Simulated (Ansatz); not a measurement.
# Phonons of Re-W-Re stack of (100) layers, part 2 of 3

The plan: relax Re-W-Re stack of (100) layers, check its phonons, and, if the lattice is stable, compute its Eliashberg function and ρ(T).

Ansatz 0.2.0; DFT PBE, scalar-relativistic, plane waves, PAW.

So far: The starting structure; Rough relaxation.

### Step 3. Relaxation

Lattice constant and positions set the bands and the force constants, so the cell is relaxed first.

input.yaml

```yaml
crystal:
  lattice:
    - [2.6961819364, 0.0, 0.0]
    - [0.0, 2.6961819364, 0.0]
    - [0.0, 0.0, 31.762700784]
  atoms:
    - { symbol: Re, position: [0.0, 0.0, 0.1730696654] }
    - { symbol: W, position: [0.5, 0.5, 0.2358324329] }
    - { symbol: Re, position: [0.0, 0.0, 0.2985952003] }
  periodic: [true, true, false]
kpoints:
  mp_grid: { grid: [12, 12, 1] }
hamiltonian:
  xc: pbe
scf:
  occupations: { method: gaussian, width: 0.1 }
output:
  forces: true
  stress: true
  eigenvalues: true
  write_density: true
  write_potential: true
  elf: true
  volumetric_format: npy
relax:
  adjacent_minimum: "off"
  f_tol: 0.005
  max_steps: 80
  cell: { stress_2d_tol: 0.02 }
```

Launch:

```sh
$ ansatz run input.yaml --threads 8 --pin off --max-ram 16384MiB --backend cpu --events-out ev --progress --plain --runs-dir out
```

Numbers of over 12 decimals in the logs are rounded to 6 here.

What it wrote:

```text
[the first part of the log is left out]
  E_vxc        = -841.407244  (∫ρ·V_xc dr)
  E_paw        = -25882.098457  (= ΣΔE_a)
  E_vpaw       = -413.578423  (= ΣTr[D̂ρ^β])
  E_aug_tail   = -0.000226  (compensation charges beyond the density's cutoff)
  E_ewald      = 67517.633201
  E_smearing   = -0.010857  (= −TS)
  E_closure    = 0.000000  (closes the sum)
  Σ components = -32117.174545   (vs F -32117.174545, Δ=0.00e0)
--- Forces (eV/Å), atoms counted from 1 ---
  atom   1  Re     0.00000000     0.00000000     0.00039095
  atom   2  W     -0.00000000     0.00000000     0.00000000
  atom   3  Re    -0.00000000     0.00000000    -0.00039095
  max |Σ_I F_I| component: 5.05e-29 eV/Å
--- 2D stress c σ (N/m, compression-positive) ---
       -0.008359       0.000000       0.000000
        0.000000      -0.008359       0.000000
        0.000000       0.000000       0.000000
  P = ½ c Tr σ = -0.0084 N/m
--- Band table (eV; the first three rows and the last of 28) ---
[...]
--- Relaxed structure (4 steps of the walk, 4 accepted, 1 SCFs on fresh bases) ---
[...]
cell:  # Å, volume = 229.9413 Å³
    - [2.690604, 0, 0.0]
    - [0, 2.690604, 0.0]
    - [0.0, 0.0, 31.762700784]
  atoms:
    - { symbol: Re, position: [0, 0, 0.172913] }
    - { symbol: W, position: [0.5, 0.5, 0.235832] }
    - { symbol: Re, position: [0, 0, 0.298752] }
```

It took 8.4 s on 8 threads of Arm Neoverse V2, shared host; peak memory 0.77 GiB; 61 s of CPU time.

Relaxation path:

| step | energy less that of the first step (eV) | largest force component (eV/Å) | volume (Å³) |
| --- | --- | --- | --- |
| 1 | 0.0000 | 0.0196 | 230.90 |
| 2 | -0.0003 | 0.0274 | 228.99 |
| 3 | -0.0010 | 0.0006 | 229.88 |
| 4 | -0.0010 | 0.0004 | 229.94 |
| 5 | -0.0008 | 0.0004 | 229.94 |

The log counts 1 steps on a newly chosen plane-wave basis, not all of them marked here; energy and pressure can jump at such steps.

| cell as run | before | after | change |
| --- | --- | --- | --- |
| a (Å) | 2.696 | 2.691 | -0.2 % |
| b (Å) | 2.696 | 2.691 | -0.2 % |

The relaxed structure:

```xyz
3
Lattice="2.6906 0.0000 0.0000 0.0000 2.6906 0.0000 0.0000 0.0000 31.7627" Properties=species:S:1:pos:R:3
Re    0.0000    0.0000    5.4922
W     1.3453    1.3453    7.4907
Re    0.0000    0.0000    9.4892
```

Valence density in the ca plane at fractional y = 0.000, with atoms of Re within 0.2 Å of it. It is the smooth field of the valence electrons, not physical close to the nuclei.

Ten steps, logarithmic in the rise over the least value, from '0' (0.0 e/Å³) to '9' (6.7 e/Å³), each cell a mean:
```
00000000000247999743333579997310000000000000
00000000000136887543333468885310000000000000
00000000000124565443433445654210000000000000
00000000000123444434444344443210000000000000
00000000000123454444444444543210000000000000
00000000000135777543333457774210000000000000
00000000000147998643333479996310000000000000
00000000000248999743333589997410000000000000
```
Columns run along c (16.0 Å, from fractional 0.00 to 0.50 of the cell), rows up along a (2.7 Å). Atoms in or near the plane, at fractional coordinates: Re at (0.17, 0.00), Re at (0.30, 0.00).

Electrostatic potential energy in the ca plane at fractional y = 0.000, with atoms of Re within 0.2 Å of it. With pseudopotentials it is smooth inside the atoms' cores, unlike the true potential.

Ten even steps from '0' (-69 eV) to '9' (0 eV), each cell a mean:
```
99999999999973000489999730004899999999999999
99999999999986213689999862136899999999999999
99999999999998667899889987678999999999999999
99999999999999888998889998889999999999999999
99999999999998878999889988789999999999999999
99999999999987435799999874357999999999999999
99999999999984001589999840015899999999999999
99999999999972000389999720003799999999999999
```
Columns run along c (16.0 Å, from fractional 0.00 to 0.50 of the cell; values clipped at the 3rd and 97th percentile), rows up along a (2.7 Å). Atoms in or near the plane, at fractional coordinates: Re at (0.17, 0.00), Re at (0.30, 0.00).

ELF in the ca plane at fractional y = 0.000, with atoms of Re within 0.2 Å of it. It is the smooth field of the valence electrons, not physical close to the nuclei.

Ten even steps from '0' (0.00) to '9' (0.71), each cell a mean:
```
00000000001138989645445479897211000000000000
00000000011235898555445558985221000000000000
00000000012344554465445544554432100000000000
00000000013456554555555554556543100000000000
00000000012455544565445544455442100000000000
00000000012235786455446546874321100000000000
00000000001137999545445469996211000000000000
00000000001138859644445478597211000000000000
```
Columns run along c (16.0 Å, from fractional 0.00 to 0.50 of the cell), rows up along a (2.7 Å). Atoms in or near the plane, at fractional coordinates: Re at (0.17, 0.00), Re at (0.30, 0.00).

The relaxation ends with a largest force component of 3.9e-4 eV/Å.

### Step 4. Relaxing tightly for phonons

Phonons are second derivatives about the minimum, so the remaining forces must be small: the thresholds are tightened.

input.yaml, the sections that differ from step 3:

```yaml
crystal:
  lattice:
    - [2.6906042643, 0.0, 0.0]
    - [0.0, 2.6906042643, 0.0]
    - [0.0, 0.0, 31.762700784]
  atoms:
    - { symbol: Re, position: [0.0, 0.0, 0.1729125201] }
    - { symbol: W, position: [0.5, 0.5, 0.2358324329] }
    - { symbol: Re, position: [0.0, 0.0, 0.2987523457] }
  periodic: [true, true, false]
scf:
  occupations: { method: methfessel_paxton, width: 0.2 }
relax:
  adjacent_minimum: "off"
  f_tol: 0.001
  max_steps: 60
  cell: { stress_2d_tol: 0.002 }
# kpoints, hamiltonian, output: as in step 3
```

What it wrote:

```text
[the first part of the log is left out]
  E_vxc        = -841.419201  (∫ρ·V_xc dr)
  E_paw        = -25882.093686  (= ΣΔE_a)
  E_vpaw       = -413.577761  (= ΣTr[D̂ρ^β])
  E_aug_tail   = -0.000226  (compensation charges beyond the density's cutoff)
  E_ewald      = 67483.142732
  E_smearing   = 0.010061  (= −TS)
  E_closure    = -0.000000  (closes the sum)
  Σ components = -32117.165663   (vs F -32117.165663, Δ=0.00e0)
--- Forces (eV/Å), atoms counted from 1 ---
  atom   1  Re    -0.00000000     0.00000000     0.00001065
  atom   2  W      0.00000000     0.00000000     0.00000000
  atom   3  Re    -0.00000000     0.00000000    -0.00001065
  max |Σ_I F_I| component: 2.02e-28 eV/Å
--- 2D stress c σ (N/m, compression-positive) ---
        0.000103       0.000000       0.000000
        0.000000       0.000103       0.000000
        0.000000       0.000000       0.000000
  P = ½ c Tr σ = 0.0001 N/m
--- Band table (eV; the first three rows and the last of 28) ---
[...]
--- Relaxed structure (5 steps of the walk, 4 accepted, 1 SCFs on fresh bases) ---
[...]
cell:  # Å, volume = 230.1411 Å³
    - [2.691773, 0, 0.0]
    - [0, 2.691773, 0.0]
    - [0.0, 0.0, 31.762700784]
  atoms:
    - { symbol: Re, position: [0, 0, 0.172993] }
    - { symbol: W, position: [0.5, 0.5, 0.2358324329] }
    - { symbol: Re, position: [0, 0, 0.298672] }
```

Wall time 11 s (8 threads); peak memory 0.78 GiB; 78 s of CPU time.

Little changed from the start: no atom moved by 0.005 Å and no cell edge by 0.1 %.

Valence density in the ca plane at fractional y = 0.000, with atoms of Re within 0.2 Å of it. It is the smooth field of the valence electrons, not physical close to the nuclei.

Ten steps, logarithmic in the rise over the least value, from '0' (0.0 e/Å³) to '9' (6.7 e/Å³), each cell a mean:
```
00000000000247999743333579997310000000000000
00000000000136888543333468885310000000000000
00000000000124565443333445654210000000000000
00000000000123444434444344443210000000000000
00000000000123454444444444543210000000000000
00000000000135777543333457774210000000000000
00000000000147999643333479996310000000000000
00000000000248999743333589997410000000000000
```
Columns run along c (16.0 Å, from fractional 0.00 to 0.50 of the cell), rows up along a (2.7 Å). Atoms in or near the plane, at fractional coordinates: Re at (0.17, 0.00), Re at (0.30, 0.00).

ELF in the ca plane at fractional y = 0.000, with atoms of Re within 0.2 Å of it. It is the smooth field of the valence electrons, not physical close to the nuclei.

Ten even steps from '0' (0.00) to '9' (0.71), each cell a mean:
```
00000000001138989645445479897211000000000000
00000000011235898555445558985221000000000000
00000000012344554465445544554432100000000000
00000000013456554555555554556542100000000000
00000000012455544565445544455442100000000000
00000000012235786455446546874321100000000000
00000000001137999545445469996211000000000000
00000000001138859644445478597211000000000000
```
Columns run along c (16.0 Å, from fractional 0.00 to 0.50 of the cell), rows up along a (2.7 Å). Atoms in or near the plane, at fractional coordinates: Re at (0.17, 0.00), Re at (0.30, 0.00).

Electrostatic potential energy in the ca plane at fractional y = 0.000, with atoms of Re within 0.2 Å of it. With pseudopotentials it is smooth inside the atoms' cores, unlike the true potential.

Ten even steps from '0' (-69 eV) to '9' (0 eV), each cell a mean:
```
99999999999973000489999730004899999999999999
99999999999986213689999862136899999999999999
99999999999998667899889987678999999999999999
99999999999999888998889998889999999999999999
99999999999998878999889988789999999999999999
99999999999987435799999874357999999999999999
99999999999984001589999840015899999999999999
99999999999972000389999720003899999999999999
```
Columns run along c (16.0 Å, from fractional 0.00 to 0.50 of the cell; values clipped at the 3rd and 97th percentile), rows up along a (2.7 Å). Atoms in or near the plane, at fractional coordinates: Re at (0.17, 0.00), Re at (0.30, 0.00).

### Step 5. Phonons: q 2×2×1, k 6×6×1

Before any scattering is computed, the phonons show whether the structure is a minimum.

input.yaml

```yaml
crystal:
  lattice:
    - [2.6917728709, 0.0, 0.0]
    - [0.0, 2.6917728709, 0.0]
    - [0.0, 0.0, 31.762700784]
  atoms:
    - { symbol: Re, position: [0.0, 0.0, 0.172992646] }
    - { symbol: W, position: [0.5, 0.5, 0.2358324329] }
    - { symbol: Re, position: [0.0, 0.0, 0.2986722198] }
  periodic: [true, true, false]
kpoints:
  mp_grid: { grid: [6, 6, 1] }
hamiltonian:
  xc: pbe
scf:
  occupations: { method: methfessel_paxton, width: 0.2 }
output:
  eigenvalues: true
phonons:
  method: dfpt
  qmesh: [2, 2, 1]
  temperatures: { t_max: 1000, t_step: 50 }
  qpath:
    path: [[0.0, 0.0, 0.0], [0.0, 0.5, 0.0], [0.5, 0.5, 0.0], [0.0, 0.0, 0.0]]
    npoints: 10
```

What it wrote:

```text
Warning: crystal.symmetry: narrowed to the stabiliser of the run's FFT grids — unitary ops 16 → 8. A phonons.method: dfpt run fills in the rows of the dynamical matrix that it does not solve by its symmetry operations, which is exact only for operations that map its FFT grids onto themselves: filled in by any other, the frequencies could depend on the order in which like atoms are typed, or, by more than the grids' own error, on where the crystal sits among the grids' points. Excluded: 8 operations. The run can therefore solve more perturbations, solve them on more k-points, or both, and cost more. [rest of the remark cut]
[...]
Crystal: 3 atoms, lattice volume = 230.141 Å³
Basis set: ecut = 420 eV, 4567 PW (Γ), exchange–correlation on 36×36×432 points (8 copies of the dense FFT grid, shifted against one another)
Bands: 27, of which v1, the nominal top of the filled ones, is band 22 counted from 1 (21 counted from 0)
Symmetry: 16 space group operations
k-points: 10 of 36 (irreducible under 8 space group operations)
[...]
SCF iter   1: F=—  HF=-32117.198900 eV  |F-HF|=—  |Δ(HF+E_count)|=         —  Δρ=8.92e-3  dr2=6.80e-1  ethr=1.77e-3  ⟨swp⟩=11.8  Hψ=1923  notcnv=0
[...]
SCF iter  12: F=-32117.126069 eV  HF=-32117.126069 eV  |F-HF|=8.37e-11  |Δ(HF+E_count)|=   1.37e-9  S|Δr|=    0.00e0  Δρ=2.08e-8  dr2=9.24e-13  ethr=1.00e-12  ⟨swp⟩=17.8  Hψ=2322  notcnv=0
SCF 1 converged in 12 iterations: F = -32117.126069 eV  dr2 = 9.24e-13
[...]
phonons: the bands overlap, so this run is a metal and interpolates without the dipole-dipole term. If the crystal is really an insulator or semiconductor, its LO-TO splitting is missing
NSCF: frozen V_eff on 10 k-points
[...]
DFPT response loops at q = (0, 0, 0) (fractional): preconditioner auto → none (partly filled bands, converged f_vac=0.736); β = 0.50; Broyden in place of MSR1
[...]
SCF converged after 12 iterations
Stability not checked: this state was not tested for a lower state beside it, because cold or Methfessel-Paxton smearing, or corrected tetrahedra, fill the levels in a way that the test cannot read (fill_not_monotonic; see scf.lower_state_search)
Free energy (F): -32117.126069 eV
[...]
Internal energy: -32117.128540 eV  (E = F + TS)
E sigma→0 (E₀):  -32117.126687 eV
Entropy (-TS):   0.002471 eV (0.824 meV/atom)
Fermi energy:    -4.499144 eV
[...]
--- Band table (eV; the first three rows and the last of 10) ---
  k-point 0: bands = [... 18 lower, -6.3949, -5.4903, -5.0482, -5.0482, -4.0088, -3.5218, -3.5218, -3.2512, ... 1 higher]
  k-point 1: bands = [... 18 lower, -6.7555, -5.9739, -5.3902, -4.8848, -4.3647, -4.2619, -3.8329, -2.7198, ... 1 higher]
  k-point 2: bands = [... 18 lower, -6.3203, -5.8912, -5.8590, -5.0523, -4.6639, -4.0213, -3.5600, -3.2952, ... 1 higher]
  k-point 9: bands = [... 18 lower, -7.1236, -4.2223, -3.0332, -3.0332, -2.0709, -1.5001, 0.3764, 0.3764, ... 1 higher]
--- Phonons (Γ-DFPT): 6 representative perturbations + reference (Σ response iterations 32) ---
  ASR residual: 1.934e-4 → 0.000e0 eV/Å²; symmetrization residual: 1.150e-4 eV/Å²
  The last average, over the group as it would stand without the narrowing to the FFT grids, took up to 9.167e-6 eV/Å² of the zone centre's force constants
  ASR residual per site (eV/Å²): 9.67e-5 1.93e-4 1.03e-4
  Γ frequencies (cm⁻¹): 0.00 0.00 0.00 70.89 70.89 105.54 105.54 121.65 159.54
--- Phonons (arbitrary-q DFPT): 3 irreducible q on the 2×2×1 mesh ---
  q = [0.0000, 0.0000, 0.0000] (star 1, of the zone-centre solve; hermiticity 2.00e-5, symmetrization 9.79e-13, taken by the last average 7.96e-7): -0.00 0.00 0.00 70.89 70.89 105.54 105.54 121.65 159.54
  q = [0.0000, -0.5000, 0.0000] (star 2, 9 solved perturbations on 16 of 36 k-point pairs; hermiticity 3.59e-6, symmetrization 5.22e-10, taken by the last average 2.70e-7): -139.46 -102.63 -72.14 -51.18 -45.68 -33.72 57.48 135.20 219.98
  q = [-0.5000, -0.5000, 0.0000] (star 1, 6 solved perturbations in 78 linear systems a pass and spin channel, the states on 16 of 36 k-point pairs; hermiticity 1.49e-6, symmetrization 8.44e-10, taken by the last average 2.41e-7): -130.00 -130.00 -122.27 -122.27 -77.66 47.96 86.25 232.82 232.82
  sum rule: each row above includes the acoustic sum rule's correction from the zone centre's row sums; it moved no ω² by more than (0.53 cm⁻¹)²
  mesh force constants: q→R imaginary residual 6.46e-18; ASR residual 1.934e-4 → 0.000e0 eV/Å²; symmetrization residual 1.421e-14 eV/Å²
  interpolated dispersion: 31 rows × 9 modes
  density of states and harmonic sums: on the 24×24×1 q-mesh, interpolated from the force constants of a 2×2×1 supercell (no non-analytic term)
  largest difference from the sums on the solved wave vectors: F 1.30e-1 eV, S 1.65e-4 and C_V 3.74e-5 eV/K
  zero-point energy: 0.031821 eV/cell   skipped modes (ω ≤ 0): 414, of them read as no rigid motion or as one in doubt: 411 (4.585e0 modes/cell left out, lowest -139.46 cm⁻¹)   left out of the sums: 5.10e-1 of the cell's modes: C_V's classical limit lies that fraction below 3 k_B per atom; for a crystal, a wire or a layer, F and S can be off by more, and a phonons.interpolated_qmesh denser along its periods is the remedy for the sampling
```

Elapsed: 35 s, on 8 threads; peak memory 1 GiB; 4.1 min of CPU time.

The column dr2 measures how far the density is from self-consistency, as an energy; F and HF (Harris–Foulkes) agree once it is small.

This step gave:

```yaml
share_of_imaginary_modes_in_the_plain_interpolation_between_solved_wavevectors: 0.5009
highest_frequency_solved_or_plainly_interpolated: 232.8 cm⁻¹
```

Solved on the 2×2×1 mesh alone; all other wavevectors are interpolated. The phonon branches at the labelled points (cm⁻¹):

| point | branch 1 | branch 2 | branch 3 | branch 4 | branch 5 | branch 6 | branch 7 | branch 8 | branch 9 |
| --- | --- | --- | --- | --- | --- | --- | --- | --- | --- |
| Γ | 0 | 0 | 0 | 71 | 71 | 106 | 106 | 122 | 160 |
| halfway | -95 | -52 | -51 | 53 | 57 | 66 | 69 | 146 | 169 |
| X | -140 | -103 | -72 | -51 | -46 | -34 | 58 | 135 | 220 |
| halfway | -135 | -113 | -91 | -84 | -75 | -13 | 112 | 164 | 226 |
| M | -130 | -130 | -122 | -122 | -78 | 48 | 86 | 233 | 233 |
| halfway | -90 | -85 | -82 | -68 | -24 | -18 | 131 | 165 | 167 |
| Γ | 0 | 0 | 0 | 71 | 71 | 106 | 106 | 122 | 160 |

The phonon branches as a text plot (rows in cm⁻¹):

```
    225 |              *************************
    210 |            **             **          **
    194 |           *             **              **
    179 |         **
    163 |****   **               *                  ***       ***
    147 |    *******                                   *******
    132 |    **     *************                   ***  **
    116 |****                  ***                **       ******
    101 |******               *   ****       *****         ******
     85 |    ***                      *******            **
     70 |*********          **                                ***
     54 |  **  *************           ****            **  ***
     39 |  ****   ***               ***    *****         **
     23 | *                 **    **            **     **
      8 |                                                     **
     -8 |**          **   **     *                         ******
    -23 | ***  *       **      **                 *****    *****
    -39 |  *****    *  ***  ***                        *******
    -54 |    ** **************                    **     **
    -70 |         **   ****************    *******  *****
    -85 |      *    *          ***     ****       *****
   -101 |       **   **********   **            ****
   -116 |         ***          *******************
   -132 |            ************************
         Γ               X               M                      Γ
```

Lowest modes at the softest wavevector of the mesh. Modes at q = (0.500, 0.000, 0.000), with each element's share of the kinetic energy (negative means imaginary):

| mode | frequency (cm⁻¹) | Re % | W % |
| --- | --- | --- | --- |
| 1 | -139.5 | 100 | 0 |
| 2 | -102.6 | 100 | 0 |
| 3 | -72.1 | 99 | 1 |
| 4 | -51.2 | 100 | 0 |
| 5 | -45.7 | 81 | 19 |
| 6 | -33.7 | 0 | 100 |

Displacements in mode 1 (-139.5 cm⁻¹), the largest set to 1, in the home cell:
```
Re1 0.00 1.00 0.00
W2  0.00 0.00 0.00
Re3 0.00 1.00 0.00
```

Displacements in mode 6 (-33.7 cm⁻¹), the largest set to 1, in the home cell:
```
Re1 0.00 0.00 0.00
W2  0.00 1.00 0.00
Re3 0.00 0.00 0.00
```

Among the solved wavevectors the lowest mode, translations apart, is -140 cm⁻¹, imaginary.

[end of part 2 of 3]

[Logs are printed without paths, hosts, clocks, repeated set-up lines and the standing remarks that a program may print on its own settings, such as how far it seeks lower states.]

[Hosts, paths, dates, database ids (printed as entryN), source tags and the programs' standing remarks are cut or masked in the printed files.]
